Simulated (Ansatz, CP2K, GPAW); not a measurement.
# One calculation of Al2Cu, 3 ways

```
Cu Al
1.0
     4.10518    0.00000    0.00000
     0.00000    4.10518    0.00000
     0.00000    0.00000    2.89131
Cu Al
1 2
Direct
  0.00000 0.00000 0.00000
  0.00000 0.50000 0.50000
  0.50000 0.00000 0.50000
```

The cell comes from a database or a generator and needn't be the stable form of this composition.

Alike in all runs: task band structure; functional LDA; k mesh 7 × 7 × 9; occupations fermi-dirac, width 0.05 eV; no spin polarisation; no spin-orbit coupling. LDA stands for any of its common fits. Pressure is positive in compression and, in plane waves, holds the error of the finite cutoff.

| program and potentials | plane-wave cutoff (eV) | notes | pressure (GPa) |
| --- | --- | --- | --- |
| GPAW, the program's PAW data sets (release 1.2.1) made for this functional | 600 | this data set often lies off other programs | -4.73 |
| Ansatz, all-electron LAPW, scalar-relativistic | - | - | -5.05 |
| CP2K, GTH_POTENTIALS Cu GTH-PADE-q11, Al GTH-PADE-q3; TZVP-MOLOPT-PBE-GTH basis | - | atomic basis | -4.89 |

The pressure spans -5.05 (Ansatz, all-electron LAPW, scalar-relativistic) to -4.73 GPa (GPAW, the program's PAW data sets (release 1.2.1) made for this functional), with all-electron results at -5.05. Rows in atomic bases carry the error of their basis and grid, which can be large.

The functional is the same throughout but for its coding, so the spread measures potentials, basis and numerics; runs on potential files found faulty are left out.
